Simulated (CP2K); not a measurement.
# CoO in CP2K: the effect of dispersion

CoO:

```xyz
2
Lattice="3.0144 0.0000 0.0000 1.5072 2.6105 0.0000 1.5072 0.8702 2.4612" Properties=species:S:1:pos:R:3 pbc="T T T"
Co    0.0000    0.0000    0.0000
O     3.0144    1.7404    1.2306
```

Alike in all runs:

* Program: CP2K 2026.2
* Task: single point
* Functional: PBE
* Potentials or basis: POTENTIAL_UZH Co GTH-PBE-q17, O GTH-PBE-q6; TZVP-MOLOPT-PBE-GTH basis
* Density cutoff: 11565 eV
* k mesh: 11 × 11 × 11
* Occupations: fermi-dirac, width 0.05 eV
* Spin: collinear spin, ferromagnetic start
* Starting moments: [2.0, 0.0] μB

| dispersion | pressure (GPa) |
| --- | --- |
| none | -0.3 |
| D2 | ? |
| D3 | -3.9 |
| D3(BJ) | -4.6 |
| D4 | -3.5 |
| rVV10 | -2.7 |
| D3(BJ)+ATM | -4.0 |

Task: What does the run with dispersion D2 give?

Result: Pressure -1.0 GPa.

Caveats: the basis of atomic orbitals isn't converged, which shifts pressures, moduli and gaps; the total moment is fixed, so each spin has its own Fermi level; a cell with one magnetic atom can't hold antiferromagnetic order, which such compounds often take.
